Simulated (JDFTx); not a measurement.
Ge: equation of state with PBEsol

Ge:

```
Ge
1.0
     3.99759    0.00000    0.00000
    -1.99879    3.46201    0.00000
     0.00000    0.00000    6.59938
Ge
4
Cartesian
  0.0000 2.3080 6.1843
  1.9988 1.1540 2.8846
  0.0000 2.3080 3.7148
  1.9988 1.1540 0.4151
```

This isn't the form of Ge at room conditions, which is diamond.

| Property | Result |
| --- | --- |
| Program | JDFTx 1.7.0 (patched build) |
| Task | equation of state |
| Functional | PBEsol |
| Potentials or basis | PseudoDojo-SR-PBEsol-0.4.1-standard with smoothed tails |
| Cutoff | 1061 eV |
| Density cutoff | 8490 eV |
| k mesh | 8 × 8 × 4 |
| Occupations | fermi-dirac, width 0.05 eV |
| Spin | no spin polarisation |

```
Equilibrium volume                        : 22.83 Å³/atom
Bulk modulus at fixed shape and positions : 67 GPa
Pressure derivative of the bulk modulus   : 4.7 (rough: it moves with the points fitted)
```

Energy against volume, from the lowest point:
| volume (Å³/atom) | energy (meV/atom) |
| --- | --- |
| 21.463 | 19.03 |
| 21.920 | 8.05 |
| 22.377 | 1.91 |
| 22.833 | 0.00 |
| 23.290 | 1.83 |
| 23.747 | 7.07 |
| 24.203 | 15.38 |

Caveat: the cell was scaled at fixed shape and fractional positions, which overstates the stiffness of a crystal with free parameters, most of all of layers and chains.
